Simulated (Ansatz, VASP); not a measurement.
Two plane-wave programs on CdTe

```
Cd Te
1.0
     0.00000    3.30869    3.30869
     3.30869    0.00000    3.30869
     3.30869    3.30869    0.00000
Cd Te
1 1
Direct
  0.00000 0.00000 0.00000
  0.25000 0.25000 0.25000
```

Alike in both runs: task single point; functional r2SCAN; k mesh 10 × 10 × 10; occupations gaussian, width 0.02 eV; no spin polarisation.

|  | VASP | Ansatz |
| --- | --- | --- |
| version | VASP 6.6.1 | Ansatz 0.2.0 |
| potentials or method | VASP PAW PBE potentials, release 64 (Cd, Te) | scalar-relativistic, plane waves, PAW |
| plane-wave cutoff (eV) | 520 | 500 |
| valence electrons in the cell | 18 | 36 |

|  | VASP | Ansatz | Ansatz less VASP |
| --- | --- | --- | --- |
| gap on the k mesh at the Fermi level (eV) | 1.07 | 1.08 | +0.008 |
| least direct gap on the mesh (eV) | 1.07 | 1.08 | +0.008 |
| pressure (GPa) | -0.9 | -1.0 | -0.10 |

The functional is the same, so the differences come from potentials, cutoffs and numerics. The two sets of potentials don't hold the same shells in valence.

Caveats: the PAW data sets were made with another functional, which shifts forces and pressure a little (VASP); spin-orbit coupling is left out, which moves the levels of the heavy elements.
